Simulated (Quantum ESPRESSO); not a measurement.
## GaN: dielectric tensor with WC

The system is GaN.

```xyz
4
Lattice="3.1800 0.0000 0.0000 -1.5900 2.7540 0.0000 0.0000 0.0000 5.1660" Properties=species:S:1:pos:R:3 pbc="T T T"
Ga    1.5900    0.9180    2.5830
Ga    0.0000    1.8360    0.0000
N     1.5900    0.9180    4.5203
N     0.0000    1.8360    1.9373
```

```json
{
  "Program": "Quantum ESPRESSO 7.5",
  "Task": "dielectric tensor",
  "Functional": "WC",
  "Potentials or basis": "GBRV 1.5 PBE",
  "Cutoff": "762 eV",
  "Density cutoff": "6095 eV",
  "k mesh": "6 × 6 × 4, shifted",
  "Occupations": "fermi-dirac, width 0.05 eV",
  "Spin": "no spin polarisation",
  "Mixing beta": "0.5",
  "Most SCF iterations": "120",
  "SCF threshold": "8e-10 Ry"
}
```

The pressure is 2.1 GPa, the largest force is 0.132 eV/Å and the electronic dielectric tensor (diagonal) is 6.18, 6.18, 5.81. The born charges (mean of the diagonal) is Ga +2.65; N -2.69 e.

Forces in eV/Å, atoms in the order of the input:
```
Ga   0.000  0.000 -0.132
Ga   0.000  0.000 -0.132
N    0.000  0.000  0.132
N    0.000  0.000  0.132
```

Stress tensor (GPa, compression positive):
```
1.41 0.00 0.00
0.00 1.41 0.00
0.00 0.00 3.58
```

Levels at points of the mesh, in eV from the valence-band top:
```csv
k point,band 21,band 22,band 23,band 24,band 25,band 26,band 27,band 28
"(0.00, 0.00, 0.12)",-1.00,-0.53,0.00,0.00,2.34,4.25,9.07,9.86
```

Electronic dielectric tensor:
```
6.18 0.00 0.00
0.00 6.18 0.00
0.00 0.00 5.81
```

Born effective charge tensors (e):
atom 1, Ga
```
2.61 0.00 0.00
0.00 2.61 0.00
0.00 0.00 2.74
```
atom 2, Ga
```
2.61 0.00 0.00
0.00 2.61 0.00
0.00 0.00 2.74
```
atom 3, N
```
-2.67  0.00  0.00
 0.00 -2.67  0.00
 0.00  0.00 -2.73
```
atom 4, N
```
-2.67  0.00  0.00
 0.00 -2.67  0.00
 0.00  0.00 -2.73
```

Wall time 8.6 min on 1 thread of Intel(R) Xeon(R) Processor @ 2.50GHz (Skylake/Cascade Lake) (shared host), peak memory 0.24 GiB.

Caveat: the mesh is thin for the dielectric tensor, Born charges and intensities, which usually come out too large; the potentials were made for another functional, which shifts forces and pressure; the Born charges break their sum rule by 0.08 e, a sign of too thin a mesh.
